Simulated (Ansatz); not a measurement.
## Stack of 1T-ZrSSe under 1T-PtSe2, shifted by a third of the diagonal in a perpendicular field

Aim: how the stack of 1T-ZrSSe under 1T-PtSe2, shifted by a third of the diagonal screens a field along its normal, and what the field does to its bands. A positive field points along +c.

Calculated with Ansatz 0.2.0; plane-wave DFT, PBE-D3(BJ), Ansatz PAW.

## 1. The structure

The cell holds 6 atoms: 3 Se, 1 Zr, 1 S and 1 Pt. Its edges and angles: a = 3.745 Å, b = 3.745 Å, c = 48.220 Å, α = 90.0°, β = 90.0°, γ = 120.0°. Regions: layer 1: 1T-ZrSSe, 3 atoms (1 Se, 1 Zr and 1 S); layer 2: 1T-PtSe2, 3 atoms (2 Se and 1 Pt). Vacuum lies along c.

## 2. Relaxation

The starting cell is a guess, so the in-plane lattice and the atoms are relaxed first, with the slab cut off from its images along the normal.

Contents of input.yaml:

```yaml
crystal:
  lattice:
    - [3.745, 0.0, 0.0]
    - [-1.8725, 3.2432651372, 0.0]
    - [0.0, 0.0, 48.2199755762]
  atoms:
    - { symbol: Se, position: [0.6666666667, 0.3333333333, 0.4106182088] }
    - { symbol: Zr, position: [0.0, 0.0, 0.4474220583] }
    - { symbol: S, position: [0.3333333333, 0.6666666667, 0.4791013995] }
    - { symbol: Se, position: [0.0, 0.0, 0.5423531942] }
    - { symbol: Pt, position: [0.3333333333, 0.6666666667, 0.5658674927] }
    - { symbol: Se, position: [0.6666666667, 0.3333333333, 0.5893817912] }
  periodic: [true, true, false]
kpoints:
  mp_grid: { grid: [12, 12, 1] }
hamiltonian:
  xc: pbe
  dispersion: d3bj
scf:
  occupations: { method: fermi_dirac, width: 0.05 }
  convergence: { dr2_threshold: 1.0e-09 }
relax:
  f_tol: 0.004
  max_steps: 90
  cell: {}
output:
  write_potential: true
  write_density: true
  volumetric_format: npy
```

On the command line:

```console
$ ansatz run input.yaml --threads 2 --pin off --max-ram 3072MiB --backend cpu --events-out ev --progress --plain --runs-dir out
```

Numbers of over 12 decimals in the logs are rounded to 6 here.

What it wrote:

```text
Warning: relax.cell: scf.convergence.dr2_threshold = 1e-9 eV is looser than the 1.73058540351e-10 eV advised for a relaxation that steers and ends on the stress (1e-10 eV for each atom of the cell: 6, times the square of relax.cell.stress_2d_tol = 0.05 N/m over 18.6 Å (the atoms' height at the walk's start and 5 Å past either face), 2.685e-2 GPa, over a crystal's default 0.05). What an SCF threshold leaves in a stress goes as its square root, and in the free energy as the threshold itself, and one threshold admits the most on a small cell: [figures from the program's tests cut] Set scf.convergence.dr2_threshold to 1.73058540351e-10 eV or tighter. [rest of the remark cut]
Engine: ansatz 0.2.0, aarch64-unknown-linux-gnu
Pseudopotentials: kind: paw
Pseudopotential: Se, paw, valence charge 16, recommended cutoff 420 eV (normal), Se.paw.azcp
Pseudopotential: Zr, paw, valence charge 12, recommended cutoff 420 eV (normal), Zr.paw.azcp
Pseudopotential: S, paw, valence charge 6, recommended cutoff 420 eV (normal), S.paw.azcp
Pseudopotential: Pt, paw, valence charge 18, recommended cutoff 420 eV (normal), Pt.paw.azcp
Functional definition: PBE
  parameter kappa = 0.804
  parameter beta = 0.066725
  exchange = pbe_x(kappa = kappa, mu = beta*pi^2/3)
  correlation = pbe_c(beta = beta)
Crystal: 6 atoms, lattice volume = 585.681 Å³
Basis set: ecut = 420 eV, 11525 PW (Γ), exchange–correlation on 54×54×648 points (8 copies of the dense FFT grid, shifted against one another)
Bands: 51, of which v1, the nominal top of the filled ones, is band 42 counted from 1 (41 counted from 0)
Symmetry: 6 space group operations
Space group: P3m1 (ITA 156), of the structure as read, at distance tolerance 8.4e-5 Å
k-points: 19 of 144 (time reversal used)
Non-local potential: Se, projectors of the file, l = 0: 2, l = 1: 2, l = 2: 3, l = 3: 1
Non-local potential: Zr, projectors of the file, l = 0: 3, l = 1: 2, l = 2: 2, l = 3: 2
Non-local potential: S, projectors of the file, l = 0: 2, l = 1: 2, l = 2: 2
Non-local potential: Pt, projectors of the file, l = 0: 3, l = 1: 2, l = 2: 2, l = 3: 1
PAW form: soft (Blöchl's): semilocal exchange-correlation on the pseudo side does not see the compensation charge
PAW one-centre angular grid: Se, 590 points (default); XC on 64 Gauss nodes
PAW one-centre angular grid: Zr, 590 points (default); XC on 64 Gauss nodes
PAW one-centre angular grid: S, 110 points (default); XC on 64 Gauss nodes
PAW one-centre angular grid: Pt, 590 points (default); XC on 64 Gauss nodes
Initial density: superposition of atomic densities (neutral atoms: chi_scale 0, normalization atom), corrected by the library's trained network
Initial wavefunctions: pseudopotential atomic-orbital guess
Functional: x = pbe(κ = 0.804, μ = 0.219515), c = pbe(β = 0.066725)
SCF iter   1: F=—  HF=-34023.103090 eV  |F-HF|=—  |Δ(HF+E_count)|=         —  Δρ=1.40e-3  dr2=7.22e-2  ethr=1.77e-3  ⟨swp⟩=15.4  Hψ=5696  notcnv=0  defer=4
preconditioner: auto → Resta (q_TF=auto, 1.974 Å⁻¹)  ε∞=2.2  [insulator: Δε(μ)=0.392 eV  Ē_g=8.508 eV  σ=0.050 eV  W_gap=0.96  n_scr=60 (ndim 8)  ℏωp=9.5 eV  f_vac=0.747  D(μ)=0.04/eV (n_scr^D=0)  ε∞_Penn≈2.2  vacuum switching on, ρ_ref=5.3e-3 e/Å³]
SCF iter   2: F=—  HF=-34023.101253 eV  |F-HF|=—  |Δ(HF+E_count)|=   1.84e-3  Δρ=1.38e-3  dr2=8.43e-2  ethr=8.59e-5  ⟨swp⟩=3.2  Hψ=2345  notcnv=0  defer=44
preconditioner: auto → LDOS  [insulator: Δε(μ)=0.233 eV  Ē_g=8.411 eV  σ=0.050 eV  W_gap=0.79  n_scr=60 (ndim 8)  ℏωp=9.5 eV  f_vac=0.747  D(μ)=0.44/eV (n_scr^D=4)  ε∞_Penn≈2.3  β→1.0]
SCF iter   3: F=—  HF=-34023.103188 eV  |F-HF|=—  |Δ(HF+E_count)|=   1.93e-3  Δρ=1.35e-3  dr2=8.78e-2  ethr=8.59e-5  ⟨swp⟩=3.2  Hψ=1739  notcnv=0  defer=44
SCF iter   4: F=—  HF=-34023.095841 eV  |F-HF|=—  |Δ(HF+E_count)|=   7.35e-3  Δρ=6.16e-4  dr2=1.71e-2  ethr=8.59e-5  ⟨swp⟩=2.3  Hψ=1324  notcnv=0  defer=44
SCF iter   5: F=—  HF=-34023.093712 eV  |F-HF|=—  |Δ(HF+E_count)|=   2.13e-3  Δρ=1.49e-4  dr2=1.27e-3  ethr=2.04e-5  ⟨swp⟩=2.7  Hψ=1364  notcnv=0  defer=44
SCF iter   6: F=—  HF=-34023.093585 eV  |F-HF|=—  |Δ(HF+E_count)|=   1.27e-4  Δρ=4.44e-5  dr2=2.61e-5  ethr=1.51e-6  ⟨swp⟩=2.9  Hψ=1536  notcnv=0  defer=46
SCF iter   7: F=—  HF=-34023.093549 eV  |F-HF|=—  |Δ(HF+E_count)|=   3.62e-5  Δρ=2.09e-5  dr2=7.04e-6  ethr=3.11e-8  ⟨swp⟩=3.7  Hψ=1812  notcnv=0  defer=46
SCF iter   8: F=—  HF=-34023.093793 eV  |F-HF|=—  |Δ(HF+E_count)|=   2.44e-4  Δρ=8.45e-6  dr2=7.08e-7  ethr=8.38e-9  ⟨swp⟩=2.7  Hψ=1403  notcnv=0  defer=46
SCF iter   9: F=—  HF=-34023.093793 eV  |F-HF|=—  |Δ(HF+E_count)|=   3.56e-7  Δρ=3.50e-6  dr2=1.06e-7  ethr=8.43e-10  ⟨swp⟩=3.4  Hψ=1859  notcnv=0  defer=46
SCF iter  10: F=—  HF=-34023.093793 eV  |F-HF|=—  |Δ(HF+E_count)|=   1.04e-7  Δρ=1.44e-6  dr2=7.24e-9  ethr=1.27e-10  ⟨swp⟩=3.1  Hψ=1512  notcnv=0  defer=46
SCF iter  11: F=-34023.093793 eV  HF=-34023.093793 eV  |F-HF|=1.01e-8  |Δ(HF+E_count)|=   3.71e-8  Δρ=4.88e-7  dr2=8.24e-10  ethr=1.19e-12  ⟨swp⟩=10.0  Hψ=7828  notcnv=0
SCF 1 converged in 11 iterations: F = -34023.093793 eV  dr2 = 8.24e-10
  greatest PAW one-centre occupation: 1.000 electrons in one spin orbital (limit 2), on the Pt atom at site 4 (counted from 0), in its partial waves of l = 0
relax step   1: F+E_penalty+E_count = -34023.09379346 eV  Δ(F+E_penalty+E_count) = +0.000e0 eV  max|allowed force component| = 2.168e0 eV/Å  Δτ_max = 0.0000 Å  P = +1.721 N/m  Ω = 585.681 Å³  fix = [c, alpha, beta]  reactions: c +0.000 N/m  (11 SCF iters, accepted)
Crystal: 6 atoms, lattice volume = 583.295 Å³
Basis set: ecut = 420 eV, 11465 PW (Γ), exchange–correlation on 54×54×648 points (8 copies of the dense FFT grid, shifted against one another)
Initial density: handed on by an earlier stage of this run
Initial wavefunctions: those handed on with the density
iter 1 solved again at ethr=3.27e-4 eV; its pass at ethr=3.10e-3 eV (dr2=2.75e-1 eV) is discarded
SCF iter   1: F=—  HF=-34023.699868 eV  |F-HF|=—  |Δ(HF+E_count)|=         —  Δρ=5.32e-3  dr2=2.77e-1  ethr=3.27e-4  ⟨swp⟩=2.9  Hψ=5425  notcnv=0
preconditioner: auto → Resta (q_TF=auto, 1.975 Å⁻¹)  ε∞=2.3  [insulator: Δε(μ)=0.647 eV  Ē_g=8.286 eV  σ=0.050 eV  W_gap=1.00  n_scr=60 (ndim 8)  ℏωp=9.5 eV  f_vac=0.747  D(μ)=0.01/eV (n_scr^D=0)  ε∞_Penn≈2.3  vacuum switching on, ρ_ref=5.0e-3 e/Å³]
SCF iter   2: F=—  HF=-34023.659831 eV  |F-HF|=—  |Δ(HF+E_count)|=   4.00e-2  Δρ=3.01e-3  dr2=8.13e-2  ethr=3.27e-4  ⟨swp⟩=4.2  Hψ=1859  notcnv=0  defer=2
SCF iter   3: F=—  HF=-34023.650131 eV  |F-HF|=—  |Δ(HF+E_count)|=   9.70e-3  Δρ=1.66e-3  dr2=4.02e-2  ethr=9.67e-5  ⟨swp⟩=3.4  Hψ=1834  notcnv=0  defer=2
[...]
relax step   3: F+E_penalty+E_count = -34023.65535852 eV  Δ(F+E_penalty+E_count) = -8.203e-3 eV  max|allowed force component| = 3.023e-1 eV/Å  Δτ_max = 0.1935 Å  P = -0.348 N/m  Ω = 571.680 Å³  energy of the carried Pulay correction = +4.834e-4 eV  fix = [c, alpha, beta]  reactions: c -0.000 N/m  (12 SCF iters, accepted)
[...]
relax step   4: F+E_penalty+E_count = -34023.67281705 eV  Δ(F+E_penalty+E_count) = -1.746e-2 eV  max|allowed force component| = 1.052e-1 eV/Å  Δτ_max = 0.1475 Å  P = -0.439 N/m  Ω = 573.986 Å³  energy of the carried Pulay correction = +4.030e-4 eV  fix = [c, alpha, beta]  reactions: c -0.000 N/m  (14 SCF iters, accepted)
[...]
relax step   5: F+E_penalty+E_count = -34023.67476697 eV  Δ(F+E_penalty+E_count) = -1.950e-3 eV  max|allowed force component| = 5.167e-2 eV/Å  Δτ_max = 0.0376 Å  P = +0.151 N/m  Ω = 572.740 Å³  energy of the carried Pulay correction = +4.464e-4 eV  fix = [c, alpha, beta]  reactions: c +0.000 N/m  (11 SCF iters, accepted)
[...]
relax step   6: F+E_penalty+E_count = -34023.67505017 eV  Δ(F+E_penalty+E_count) = -2.832e-4 eV  max|allowed force component| = 5.360e-3 eV/Å  Δτ_max = 0.0104 Å  P = -0.017 N/m  Ω = 573.249 Å³  energy of the carried Pulay correction = +4.286e-4 eV  fix = [c, alpha, beta]  reactions: c -0.000 N/m  (10 SCF iters, accepted)
[...]
relax step   7: F+E_penalty+E_count = -34023.67507237 eV  Δ(F+E_penalty+E_count) = -2.220e-5 eV  max|allowed force component| = 3.093e-3 eV/Å  Δτ_max = 0.0030 Å  P = +0.002 N/m  Ω = 573.151 Å³  energy of the carried Pulay correction = +4.321e-4 eV  fix = [c, alpha, beta]  reactions: c +0.000 N/m  (9 SCF iters, accepted)
Basis set: ecut = 420 eV, 11225 PW (Γ), exchange–correlation on 50×50×648 points (8 copies of the dense FFT grid, shifted against one another)
Initial wavefunctions: pseudopotential atomic-orbital guess (no wavefunctions were taken with the density)
iter 1 solved again at ethr=2.62e-7 eV; its pass at ethr=3.10e-3 eV (dr2=2.20e-4 eV) is discarded
SCF iter   1: F=—  HF=-34023.674469 eV  |F-HF|=—  |Δ(HF+E_count)|=         —  Δρ=1.45e-5  dr2=1.87e-7  ethr=2.62e-7  ⟨swp⟩=6.1  Hψ=9652  notcnv=0
eigensolver tolerance schedule: the retry pair's looser diagonalisation over-reported the residual by 1175.74 of it (diagonalisation noise at 0.11 of the residual, at the tolerance the schedule requests for it); recorded, not acted on — ethr = c·dr2/N_el stays at c = 1.0e-1
preconditioner: auto → Resta (q_TF=auto, 1.981 Å⁻¹)  ε∞=2.3  [insulator: Δε(μ)=0.560 eV  Ē_g=8.383 eV  σ=0.050 eV  W_gap=0.99  n_scr=60 (ndim 8)  ℏωp=9.6 eV  f_vac=0.748  D(μ)=0.02/eV (n_scr^D=0)  ε∞_Penn≈2.3  vacuum switching on, ρ_ref=5.1e-3 e/Å³]
SCF iter   2: F=—  HF=-34023.674652 eV  |F-HF|=—  |Δ(HF+E_count)|=   1.83e-4  Δρ=7.23e-6  dr2=5.12e-8  ethr=2.23e-10  ⟨swp⟩=4.9  Hψ=2958  notcnv=0
SCF iter   3: F=—  HF=-34023.674652 eV  |F-HF|=—  |Δ(HF+E_count)|=   5.44e-8  Δρ=2.14e-6  dr2=8.62e-8  ethr=6.10e-11  ⟨swp⟩=3.0  Hψ=2069  notcnv=0
SCF iter   4: F=—  HF=-34023.674652 eV  |F-HF|=—  |Δ(HF+E_count)|=   7.30e-9  Δρ=1.01e-6  dr2=6.10e-9  ethr=6.10e-11  ⟨swp⟩=2.6  Hψ=1347  notcnv=0
SCF iter   5: F=-34023.674652 eV  HF=-34023.674652 eV  |F-HF|=1.09e-10  |Δ(HF+E_count)|=   1.20e-9  Δρ=3.26e-7  dr2=7.65e-10  ethr=1.19e-12  ⟨swp⟩=15.3  Hψ=8102  notcnv=0
SCF 8 converged in 5 iterations: F = -34023.674652 eV  dr2 = 7.65e-10
relax step   8: F+E_penalty+E_count = -34023.67465206 eV  Δ(F+E_penalty+E_count) = +4.203e-4 eV  max|allowed force component| = 3.085e-3 eV/Å  Δτ_max = 0.0000 Å  P = +0.002 N/m  Ω = 573.151 Å³  fix = [c, alpha, beta]  reactions: c +0.000 N/m  stress off target by 1.74e-3 N/m on what of the cell is left free  SCF on the basis re-selected at this cell (its energy is not comparable with the rows above)  (5 SCF iters)
basis re-selected at this cell: Δ(F+E_penalty+E_count) = +4.203e-4 eV, ΔP = -0.000 N/m vs the last step (what re-selecting the basis moved, of the pressure what is left beyond the Pulay correction that the steps carried, after the strain that the cell walked since its last selection, with what the two solves' SCF thresholds leave and, on support functions, any second-order correction that the steps lacked; it is no measure of the basis error at this ecutwfc). The dense FFT grid was sized anew with the basis: this SCF ran on 25×25×324 points, the steps before it on 27×27×324, so part of this shift can come from that change (see relax.cell in the input reference). [rest of the remark cut]
WARN: The output density's exchange-correlation potential varies sharply where the density is thin. Do not read a vacuum level from v_tot or v_xc, or from such a field of the output density. On a cell that repeats whose density bears no net charge and no dipole along the vacuum's axis use v_es (v_loc + v_h of the components); under efield.dipole_correction with no amplitude use v_es + v_field, which holds any externa [...]
SCF converged after 5 iterations
Free energy (F): -34023.674652 eV
Harris-Foulkes:  -34023.674652 eV  (|F-HF|=1.09e-10)
Internal energy: -34023.674302 eV  (E = F + TS)
E sigma→0 (E₀):  -34023.674477 eV
Entropy (-TS):   -0.000350 eV (-0.058 meV/atom)
Fermi energy:    -5.347699 eV
--- Per-component energies (eV) ---
  E_band       = -2853.863741
  E_kinetic    = 1432.677786
  E_local      = -460204.037303  (includes V_loc(G=0)·N_el)
  E_nonlocal   = -1480.543116
  E_hartree    = 228996.426524
  E_xc         = -834.248965
  E_vxc        = -877.020353  (∫ρ·V_xc dr)
  E_paw        = -18742.298204  (= ΣΔE_a)
  E_vpaw       = 282.207016  (= ΣTr[D̂ρ^β])
  E_aug_tail   = -0.001549  (compensation charges beyond the density's cutoff)
  E_ewald      = 216810.378664
  E_disp       = -2.028138  (pairwise vdW)
  E_smearing   = -0.000350  (= −TS)
  E_closure    = -0.000000  (closes the sum)
  Σ components = -34023.674652   (vs F -34023.674652, Δ=0.00e0)
--- Forces (eV/Å), atoms counted from 1 ---
  atom   1  Se     0.00000000    -0.00000000     0.00006952
  atom   2  Zr    -0.00000000     0.00000000     0.00113251
  atom   3  S      0.00000000     0.00000000     0.00020462
  atom   4  Se     0.00000000    -0.00000000    -0.00048678
  atom   5  Pt     0.00000000    -0.00000000    -0.00308588
  atom   6  Se    -0.00000000     0.00000000     0.00215811
  max |Σ_I F_I| component: 7.90e-6 eV/Å
--- 2D stress c σ (N/m, compression-positive) ---
        0.001742      -0.000000       0.000000
       -0.000000       0.001742      -0.000000
        0.000000      -0.000000       0.000000
  P = ½ c Tr σ = 0.0017 N/m
--- Band table (eV; the first three rows and the last of 19) ---
  k-point 0: bands = [... 38 lower, -5.8098, -5.8098, -5.7076, -5.7076, -4.4976, -4.4976, -3.7011, -2.7857, ... 5 higher]
  k-point 1: bands = [... 38 lower, -6.0014, -5.9866, -5.7480, -5.6761, -4.4233, -4.2233, -3.5720, -3.2506, ... 5 higher]
  k-point 2: bands = [... 38 lower, -6.3801, -6.0004, -5.8231, -5.6965, -4.5311, -4.0716, -3.7458, -3.2402, ... 5 higher]
  k-point 18: bands = [... 38 lower, -7.7467, -7.6803, -6.7362, -6.6825, -4.0468, -4.0207, -3.6387, -3.2382, ... 5 higher]
  the weakly bound empty levels are not read free of the cell's end (no_gap_told)
--- Relaxed structure (7 steps of the walk, 7 accepted, 1 SCFs on fresh bases) ---
  F+E_penalty+E_count = -34023.67465206 eV   max|allowed force component| = 3.085e-3 eV/Å   (the final SCF, on the basis selected at the relaxed cell)
  cell:  # Å, volume = 573.1506 Å³
    - [3.704722, -1.4905977484785715e-18, 0]
    - [-1.852361, 3.208383, 0]
    - [0, 0, 48.2199755762]
  atoms:
    - { symbol: Se, position: [0.666667, 0.333333, 0.414243] }
    - { symbol: Zr, position: [4.54299598516616e-19, 0, 0.448375] }
    - { symbol: S, position: [0.333333, 0.666667, 0.477293] }
    - { symbol: Se, position: [-2.2915827518582294e-18, 0, 0.537544] }
    - { symbol: Pt, position: [0.333333, 0.666667, 0.564896] }
    - { symbol: Se, position: [0.666667, 0.333333, 0.592392] }
```

The job ended after 8.1 min (2 threads of Arm Neoverse N1, shared host; peak memory 1 GiB).

Step by step:

| step | energy less that of the first step (eV) | largest force component (eV/Å) | volume (Å³) |
| --- | --- | --- | --- |
| 1 | 0.0000 | 2.1682 | 585.68 |
| 2 | -0.5534 | 0.3583 | 583.29 |
| 3 | -0.5616 | 0.3023 | 571.68 |
| 4 | -0.5790 | 0.1052 | 573.99 |
| 5 | -0.5810 | 0.0517 | 572.74 |
| 6 | -0.5813 | 0.0054 | 573.25 |
| 7 | -0.5813 | 0.0031 | 573.15 |
| 8* | -0.5809 | 0.0031 | 573.15 |

Relaxation steps marked * repeat the geometry before them on a plane-wave basis chosen anew for their cell, so energy and pressure can jump there.

Forces are held to the 6 operations that the run works with; a distortion that breaks them can't arise in this run.

| cell as run | before | after | change |
| --- | --- | --- | --- |
| a (Å) | 3.745 | 3.705 | -1.1 % |
| b (Å) | 3.745 | 3.705 | -1.1 % |

The atoms that moved most (Å, along periodic axes as changes of fractional coordinates times the final cell, across vacuum about the mean position):

| atom | dx | dy | dz | length |
| --- | --- | --- | --- | --- |
| Se4 | 0.000 | 0.000 | -0.232 | 0.232 |
| Se1 | 0.000 | 0.000 | 0.175 | 0.175 |
| Se6 | 0.000 | 0.000 | 0.145 | 0.145 |
| S3 | 0.000 | 0.000 | -0.087 | 0.087 |
| Pt5 | 0.000 | 0.000 | -0.047 | 0.047 |
| Zr2 | 0.000 | 0.000 | 0.046 | 0.046 |

The relaxed structure:

```xyz
6
Lattice="3.7047 0.0000 0.0000 -1.8524 3.2084 0.0000 0.0000 0.0000 48.2200" Properties=species:S:1:pos:R:3
Se    1.8524    1.0695   19.9748
Zr    0.0000    0.0000   21.6207
S     0.0000    2.1389   23.0151
Se    0.0000    0.0000   25.9204
Pt    0.0000    2.1389   27.2393
Se    1.8524    1.0695   28.5651
```

Numbers from this step:

| Item | Value |
| --- | --- |
| energy at zero smearing | -34023.6745 eV |

The lattice constant a goes from 3.745 to 3.705 Å.

[end of part 1 of 2]

[Logs are printed without paths, hosts, clocks, repeated set-up lines and the standing remarks that a program may print on its own settings, such as how far it seeks lower states.]

[Hosts, paths, dates, database ids (printed as entryN), source tags and the programs' standing remarks are cut or masked in the printed files.]

[Maps of the electrostatic potential energy from Ansatz leave out the sawtooth potential of an applied field or a dipole correction, so their vacuum need not be flat; planar profiles and work functions include it.]
